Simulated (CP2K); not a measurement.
## CdS in CP2K: convergence with k mesh

Crystal: CdS.

```
Cd S
1.0
     4.26117    0.00000    0.00000
    -2.13058    3.69028    0.00000
     0.00000    0.00000    5.80417
Cd S
1 1
Direct
  0.00000 0.00000 0.44269
  0.66667 0.33333 0.43431
```

Measurements of this composition are mostly on another form, of space group No. 186.

```yaml
Program: CP2K 2026.2
Task: single point
Functional: r2SCAN
Potentials_or_basis: POTENTIAL_UZH Cd GTH-SCAN-q12, S GTH-SCAN-q6; DZVP-MOLOPT-SR-GTH basis
Density_cutoff: 9184 eV
k_mesh: 2 × 2 × 2
Occupations: fermi-dirac, width 0.05 eV
Spin: no spin polarisation
```

These are the settings of the first run; the series varies k mesh, with any setting tied to it.

Hardware: 1 thread of Arm Neoverse V1, with other jobs on the host.

```csv
k mesh,"energy less the tightest run, at zero smearing (meV/atom)",pressure (GPa),largest force (eV/Å),gap on the mesh (eV),SCF cycles,CPU time (s),peak memory (GiB)
2 × 2 × 2,339.14,0.91,0.032,1.751,21,43,0.48
3 × 3 × 2,56.45,-0.13,0.004,1.844,23,47,0.48
4 × 4 × 2,14.64,-0.26,0.000,1.863,21,44,0.48
4 × 4 × 3,13.79,-0.27,0.000,1.865,23,47,0.48
5 × 5 × 3,3.89,-0.30,0.002,1.872,23,48,0.48
6 × 6 × 4,1.22,-0.31,0.002,1.873,23,49,0.49
7 × 7 × 5,0.39,-0.31,0.002,1.874,23,50,0.49
9 × 9 × 6,0.00,-0.31,0.002,1.874,23,54,0.49
```

Against the tightest run, the energy stays within 1 meV/atom from 7 × 7 × 5 on; the pressure stays within 0.1 GPa from 4 × 4 × 2 on; the largest force stays within 0.005 eV/Å from 3 × 3 × 2 on; the gap on the mesh stays within 0.01 eV from 4 × 4 × 3 on. Meshes of other sizes hit other points, so gaps and Fermi surfaces needn't settle smoothly. The tightest run that finished is the yardstick and may itself not be fully converged.

Caveat, for the tightest run too: an odd mesh through Γ misses points on the zone boundary, where band edges often lie; the basis of atomic orbitals isn't converged, which shifts pressures, moduli and gaps.
